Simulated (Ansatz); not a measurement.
Geometry optimisation in Ansatz: input, command and trajectory.

```yaml
crystal:
  lattice:
    - [-1.9429799976, 1.9429799976, 4.8053190996]
    - [1.9429799976, -1.9429799976, 4.8053190996]
    - [1.9429799976, 1.9429799976, -4.8053190996]
  atoms:
    - { symbol: Sn, position: [0.75, 0.25, 0.5] }
    - { symbol: Sn, position: [0.0, 0.0, 0.0] }
    - { symbol: O, position: [0.7901387579, 0.7901387579, 0.0] }
    - { symbol: O, position: [0.9598612421, 0.4598612421, 0.5] }
    - { symbol: O, position: [0.2098612421, 0.2098612421, 0.0] }
    - { symbol: O, position: [0.5401387579, 0.0401387579, 0.5] }
basis:
  ecutwfc: 420
kpoints:
  mp_grid: { grid: [10, 10, 10] }
hamiltonian:
  xc: pbesol
scf:
  occupations: { method: gaussian, width: 0.02 }
output:
  forces: true
  stress: true
  eigenvalues: true
relax:
  adjacent_minimum: "off"
  f_tol: 0.01
  max_steps: 30
  cell: { stress_tol: 0.1, fix: [volume] }
```

```bash
ansatz run input.yaml --threads 1 --pin off --max-ram 2560MiB --backend cpu --events-out ev --progress --plain --runs-dir out
```

Method: Ansatz 0.2.0, DFT PBEsol, scalar-relativistic, plane waves, PAW.

The volume is held at 0.88 times that of the relaxed cell.

Of 7 frames 6 are shown, positions in Å and forces in eV/Å; the SCF threshold varies from step to step. Steps run on the plane waves of an earlier cell, with a Pulay correction in the pressure. The basis is chosen afresh for the last frame, the zero of the energies, and at times for earlier ones too; energy and pressure step there, also at an unchanged geometry.

```xyz
6
Lattice="-1.9430 1.9430 4.8053 1.9430 -1.9430 4.8053 1.9430 1.9430 -4.8053" Properties=species:S:1:pos:R:3:forces:R:3 pbc="T T T" step=1 free_energy_over_end_meV_per_atom=2.68 pressure_GPa=25.95
Sn    0.0000    1.9430    2.4027    0.0000    0.0000    0.0000
Sn    0.0000    0.0000    0.0000    0.0000    0.0000    0.0000
O     0.0000    0.0000    7.5937    0.0000    0.0000   -0.2636
O     0.0000    1.9430    4.4196    0.0000    0.0000    0.2636
O     0.0000    0.0000    2.0169    0.0000    0.0000    0.2636
O     0.0000    1.9430    0.3858    0.0000    0.0000   -0.2636
6
Lattice="-1.9483 1.9483 4.7791 1.9483 -1.9483 4.7791 1.9483 1.9483 -4.7791" Properties=species:S:1:pos:R:3:forces:R:3 pbc="T T T" step=2 free_energy_over_end_meV_per_atom=0.71 pressure_GPa=24.82
Sn    0.0000    1.9483    2.3895    0.0000    0.0000    0.0000
Sn    0.0000    0.0000    0.0000    0.0000    0.0000    0.0000
O     0.0000    0.0000    7.5344    0.0000    0.0000   -0.0971
O     0.0000    1.9483    4.4133    0.0000    0.0000    0.0971
O     0.0000    0.0000    2.0237    0.0000    0.0000    0.0971
O     0.0000    1.9483    0.3658    0.0000    0.0000   -0.0971
6
Lattice="-1.9548 1.9548 4.7476 1.9548 -1.9548 4.7476 1.9548 1.9548 -4.7476" Properties=species:S:1:pos:R:3:forces:R:3 pbc="T T T" step=3 free_energy_over_end_meV_per_atom=0.10 pressure_GPa=23.84
Sn    0.0000    1.9548    2.3738    0.0000    0.0000    0.0000
Sn    0.0000    0.0000    0.0000    0.0000    0.0000    0.0000
O     0.0000    0.0000    7.4688    0.0000    0.0000    0.0007
O     0.0000    1.9548    4.4002    0.0000    0.0000   -0.0007
O     0.0000    0.0000    2.0264    0.0000    0.0000   -0.0007
O     0.0000    1.9548    0.3474    0.0000    0.0000    0.0007
6
Lattice="-1.9556 1.9556 4.7434 1.9556 -1.9556 4.7434 1.9556 1.9556 -4.7434" Properties=species:S:1:pos:R:3:forces:R:3 pbc="T T T" step=4 free_energy_over_end_meV_per_atom=0.10 pressure_GPa=23.76
Sn    0.0000    1.9556    2.3717    0.0000    0.0000    0.0000
Sn    0.0000    0.0000    0.0000    0.0000    0.0000    0.0000
O     0.0000    0.0000    7.4607    0.0000    0.0000    0.0016
O     0.0000    1.9556    4.3978    0.0000    0.0000   -0.0016
O     0.0000    0.0000    2.0261    0.0000    0.0000   -0.0016
O     0.0000    1.9556    0.3456    0.0000    0.0000    0.0016
6
Lattice="-1.9556 1.9556 4.7434 1.9556 -1.9556 4.7434 1.9556 1.9556 -4.7434" Properties=species:S:1:pos:R:3:forces:R:3 pbc="T T T" step=5 free_energy_over_end_meV_per_atom=0.02 pressure_GPa=23.76
Sn    0.0000    1.9556    2.3717    0.0000    0.0000    0.0000
Sn    0.0000    0.0000    0.0000    0.0000    0.0000    0.0000
O     0.0000    0.0000    7.4607    0.0000    0.0000    0.0028
O     0.0000    1.9556    4.3978    0.0000    0.0000   -0.0028
O     0.0000    0.0000    2.0261    0.0000    0.0000   -0.0028
O     0.0000    1.9556    0.3456    0.0000    0.0000    0.0028
6
Lattice="-1.9566 1.9566 4.7388 1.9566 -1.9566 4.7388 1.9566 1.9566 -4.7388" Properties=species:S:1:pos:R:3:forces:R:3 pbc="T T T" step=7 free_energy_over_end_meV_per_atom=0.00 pressure_GPa=23.69
Sn    0.0000    1.9566    2.3694    0.0000    0.0000    0.0000
Sn    0.0000    0.0000    0.0000    0.0000    0.0000    0.0000
O     0.0000    0.0000    7.4521    0.0000    0.0000   -0.0004
O     0.0000    1.9566    4.3948    0.0000    0.0000    0.0004
O     0.0000    0.0000    2.0254    0.0000    0.0000    0.0004
O     0.0000    1.9566    0.3440    0.0000    0.0000   -0.0004
```

The run took 2.7 min on 1 thread of Arm Neoverse N1, with other jobs on the host, peak memory 0.46 GiB.